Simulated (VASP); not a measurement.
The system is Ni2Ge.

```
Ni Ge
1.0
    -2.82500    2.82500    2.35000
     2.82500   -2.82500    2.35000
     2.82500    2.82500   -2.35000
Ni Ge
4 2
Direct
  0.83500 0.33500 0.17000
  0.16500 0.66500 0.83000
  0.66500 0.83500 0.50000
  0.33500 0.16500 0.50000
  0.25000 0.25000 0.00000
  0.75000 0.75000 0.00000
```

The cell was built by a generator and needn't be a form met in nature.

```yaml
Program: VASP 6.6.1
Task: relaxation of cell and atoms
Functional: PBE
Potentials_or_basis: VASP PAW PBE potentials, release 64 (Ni, Ge_d)
Cutoff: 520 eV
k_mesh: 5 × 5 × 5
Occupations: gaussian, width 0.15 eV
Spin: collinear spin, ferromagnetic start
Starting_moments: "[1.0, 1.0, 1.0, 1.0, 0.0, 0.0] μB"
```

At the start: pressure 3.6 GPa; volume 12.50 Å³/atom.

Question: How do energy, volume and symmetry change on relaxing?

Answer: Over 9 steps the energy falls by 103.1 meV/atom and the volume is 12.71 Å³/atom (+1.7 %); space group I4/mcm (No. 140, to 0.05 Å); moment 0.00 μB per cell.

The path:
```
step  energy change (eV)  largest force (eV/Å)  pressure (GPa)  volume (Å³)
   1              0.0000                0.4929            3.58        75.02
   2             -0.4574                0.1222           -3.76        77.90
   3             -0.5128                0.1178           -6.78        79.71
   4             -0.5757                0.2164            4.94        74.05
   5             -0.6143                0.1594           -0.65        76.12
   6             -0.6141                0.1677           -0.70        75.97
   7             -0.6034                0.1922            2.24        75.01
   8             -0.6136                0.1646            0.45        75.85
   9             -0.6184                0.0796            0.07        76.26
```

Final structure:
```cif
data_structure
_symmetry_space_group_name_H-M 'P 1'
_symmetry_Int_Tables_number 1
_cell_length_a 4.6272
_cell_length_b 4.6272
_cell_length_c 4.6272
_cell_angle_alpha 109.406
_cell_angle_beta 109.406
_cell_angle_gamma 109.602
_cell_volume 76.26
loop_
_atom_site_label
_atom_site_type_symbol
_atom_site_fract_x
_atom_site_fract_y
_atom_site_fract_z
_atom_site_occupancy
Ni1 Ni 0.83943 0.33943 0.17886 1
Ni2 Ni 0.16057 0.66057 0.82114 1
Ni3 Ni 0.66057 0.83943 0.50000 1
Ni4 Ni 0.33943 0.16057 0.50000 1
Ge1 Ge 0.25000 0.25000 0.00000 1
Ge2 Ge 0.75000 0.75000 0.00000 1
```

Caveat: the relaxation stopped at a loose force limit of 0.08 eV/Å, so its end isn't a converged minimum.
